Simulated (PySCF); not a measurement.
TePb in PySCF: the effect of functional

Crystal: TePb.

```xyz
2
Lattice="0.0000 3.2310 3.2310 3.2310 0.0000 3.2310 3.2310 3.2310 0.0000" Properties=species:S:1:pos:R:3 pbc="T T T"
Pb    0.0000    0.0000    0.0000
Te    3.2310    3.2310    3.2310
```

Alike in all runs:

```yaml
Program: PySCF 2.14.0
Task: band structure
Potentials_or_basis: DZVP-MOLOPT-SR/GTH-PBE (potentials made for PBE)
k_mesh: 4 × 4 × 4
Occupations: fermi-dirac, width 0.05 eV
Spin: no spin polarisation
```

```csv
functional,gap on the mesh (eV)
LDA,0.62
PBEsol,0.63
r2SCAN,?
```

**Question.** What does the run with functional r2SCAN give?

**Answer.** gap on the mesh 0.88 eV.

Caveats: all runs use coarse meshes; spin-orbit coupling is left out, which as a rule narrows the gap of such compounds by several tenths of an eV; the basis of atomic orbitals isn't converged, which shifts pressures, moduli and gaps; meta-GGAs need a finer uniform grid than this (some runs).

